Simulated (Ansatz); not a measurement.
WC (Qusongite), 2 atoms in the cell. The structure is hexagonal, space group P-6m2 (No. 187). The conventional cell has a = 2.907 Å, b = 2.907 Å, c = 2.837 Å, α = 90.00°, β = 90.00°, γ = 120.00°. W (site symmetry -6m2) has 6 C at 2.20 Å as nearest neighbours. C (site symmetry -6m2) has 6 W at 2.20 Å as nearest neighbours. 

```yaml
Program: Ansatz 0.2.0
Task: relaxation of cell and atoms
Functional: PBEsol
Potentials_or_basis: Ansatz PAW
Cutoff: "420 eV (not typed: the program's choice for these potentials)"
k_mesh: 10 × 10 × 9
Occupations: fermi-dirac, width 0.05 eV
Spin: no spin polarisation
Target_pressure: 20 GPa
Target_pressure_GPa: 20
```

Potentials or basis: Ansatz PAW.

Launch:

```console
$ ansatz run input.yaml --threads 2 --pin off --max-ram 5632MiB --backend cpu --events-out ev --progress --plain --runs-dir out
```

Hardware: 2 threads of AMD EPYC 7R13 Processor (Zen 3), on a shared host.

Q: Estimate the wall time of this run.

A: Wall time 9 s on 2 threads of AMD EPYC 7R13 Processor (Zen 3) (shared host), peak memory 0.38 GiB. Counts: scf iterations 50, plane waves 405, k points 70, bands 13, ion steps 8.
